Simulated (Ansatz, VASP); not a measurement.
One calculation of NaH, two programs

Contents of POSCAR:

```
NaH
1.0
    3.1028802000      0.0000000000      0.0000000000
    0.0000000000      3.1028802000      0.0000000000
    0.0000000000      0.0000000000      2.9551240000
Na H
1 1
Direct
    0.0000000000      0.0000000000      0.0000000000
    0.5000000000      0.5000000000      0.5000000000
```

Contents of INCAR.step1:

```
SYSTEM = NaH
PREC     = Accurate       ! precision mode
ENCUT    = 520            ! plane-wave cutoff, eV
ISMEAR   = 0              ! smearing method
SIGMA    = 0.05           ! smearing width, eV
LREAL    = .FALSE.        ! projectors in reciprocal space
LASPH    = .TRUE.         ! aspherical terms in the spheres
NELM     = 100            ! most SCF steps
NBANDS   = 11             ! bands
GGA      = PE             ! functional
ALGO     = Normal         ! electronic algorithm
EDIFF    = 1E-4           ! SCF threshold, eV
LWAVE    = .TRUE.         ! write WAVECAR
LCHARG   = .FALSE.        ! write CHGCAR
```

INCAR.step2

```
SYSTEM = NaH
PREC     = Accurate       ! precision mode
ENCUT    = 520            ! plane-wave cutoff, eV
EDIFF    = 1E-7           ! SCF threshold, eV
ISMEAR   = 0              ! smearing method
SIGMA    = 0.05           ! smearing width, eV
LREAL    = .FALSE.        ! projectors in reciprocal space
LASPH    = .TRUE.         ! aspherical terms in the spheres
NELM     = 100            ! most SCF steps
ALGO     = Normal         ! electronic algorithm
ISIF     = 2              ! what is computed and relaxed
LWAVE    = .FALSE.        ! write WAVECAR
LCHARG   = .FALSE.        ! write CHGCAR
METAGGA  = R2SCAN         ! meta-GGA
LMIXTAU  = .TRUE.       
NBANDS   = 11             ! bands
ISTART   = 1
```

Contents of KPOINTS:

```
regular mesh
0
G
  10 10 10
  0 0 0
```

Input for Ansatz:

```yaml
crystal:
  lattice:
    - [3.1028802, 0.0, 0.0]
    - [0.0, 3.1028802, 0.0]
    - [0.0, 0.0, 2.955124]
  atoms:
    - { symbol: Na, position: [0.0, 0.0, 0.0] }
    - { symbol: H, position: [0.5, 0.5, 0.5] }
basis:
  ecutwfc: 500
kpoints:
  mp_grid: { grid: [10, 10, 10] }
hamiltonian:
  xc: r2scan
scf:
  occupations: { method: gaussian, width: 0.05 }
output:
  forces: true
  stress: true
  eigenvalues: true
```

Change from the starting cell: strain +0.050 along x and y, +0.000 along z, atoms carried along.

Alike in both runs: task single point; functional r2SCAN; k mesh 10 × 10 × 10; occupations gaussian, width 0.05 eV; no spin polarisation.

```csv
,VASP,Ansatz
version,VASP 6.6.1,Ansatz 0.2.0
potentials or method,"VASP PAW PBE potentials, release 64 (Na_pv, H)","scalar-relativistic, plane waves, PAW"
plane-wave cutoff (eV),520,500
valence electrons in the cell,8,10
```

```csv
,VASP,Ansatz,Ansatz less VASP
gap on the k mesh at the Fermi level (eV),1.42,1.41,-0.010
least direct gap on the mesh (eV),4.75,4.75,-0.006
pressure (GPa),-2.5,-2.4,+0.12
largest component of the traceless stress (GPa),3.31,3.36,+0.049
```

The two sets of potentials don't hold the same shells in valence.

Caveats: the PAW data sets were made with another functional, which shifts forces and pressure a little (VASP). A k mesh can miss the band edges.
